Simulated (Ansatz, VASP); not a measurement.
**Cu: VASP beside Ansatz**

Contents of INCAR:

```
PREC = Accurate
ENCUT = 600
EDIFF = 1E-7
ISMEAR = -1
SIGMA = 0.1
LREAL = False
LASPH = True
NELM = 60
ALGO = Normal
ISIF = 3
LWAVE = False
LCHARG = False
GGA = PE
IBRION = 2
NSW = 80
EDIFFG = -0.01
```

The input KPOINTS:

```
regular mesh
0
Gamma
  14 14 8
```

Contents of POSCAR:

```
Cu
1.0
    2.5561591618      0.0000000000      0.0000000000
   -1.2780795809      2.2136987702      0.0000000000
    0.0000000000      0.0000000000      4.1742079112
Cu
2
Direct
    0.3333333333      0.6666666667      0.2500000000
    0.6666666667      0.3333333333      0.7500000000
```

Input for Ansatz:

```yaml
crystal:
  lattice:
    - [2.5561591618, 0.0, 0.0]
    - [-1.2780795809, 2.2136987702, 0.0]
    - [0.0, 0.0, 4.1742079112]
  atoms:
    - { symbol: Cu, position: [0.3333333333, 0.6666666667, 0.25] }
    - { symbol: Cu, position: [0.6666666667, 0.3333333333, 0.75] }
hamiltonian:
  xc: pbe
  pseudopotentials:
    kind: paw
    azcp:
      Cu: "pseudopotentials/Cu.paw.azcp"
basis:
  ecutwfc: 420
  fft_grid_basis: typed
kpoints:
  mp_grid: { grid: [14, 14, 8], shift: [0, 0, 0] }
magnetization:
  spin_polarized: false
scf:
  occupations: { method: fermi_dirac, width: 0.1 }
relax:
  max_steps: 60
  f_tol: 0.01
  cell: {}
```

The cell was built by a generator and needn't be a form met in nature.

Alike in both runs: task relaxation of cell and atoms; functional PBE; k mesh 14 × 14 × 8; occupations fermi-dirac, width 0.1 eV; no spin polarisation.

|  | VASP | Ansatz |
| --- | --- | --- |
| version | VASP 6.6.1 | Ansatz 0.2.0 |
| potentials or method | VASP PAW PBE potentials, release 64 (Cu) | plane waves (420 eV) with PAW, scalar-relativistic |
| plane-wave cutoff (eV) | 600 | 420 |
| valence electrons in the cell | 22 | 38 |

Ansatz gave:

| Quantity | Value |
| --- | --- |
| relaxed volume (Å³/atom) | 11.98 |
| relaxed cell length with the largest relative difference (Å) | 2.566 |
| energy change over the relaxation (meV/atom) | -1 |

Question: Which values does VASP return?

Answer: Relaxed volume (Å³/atom): 12.04; relaxed cell length with the largest relative difference (Å): 2.572; energy change over the relaxation (meV/atom): -2.

The two sets of potentials don't hold the same shells in valence.
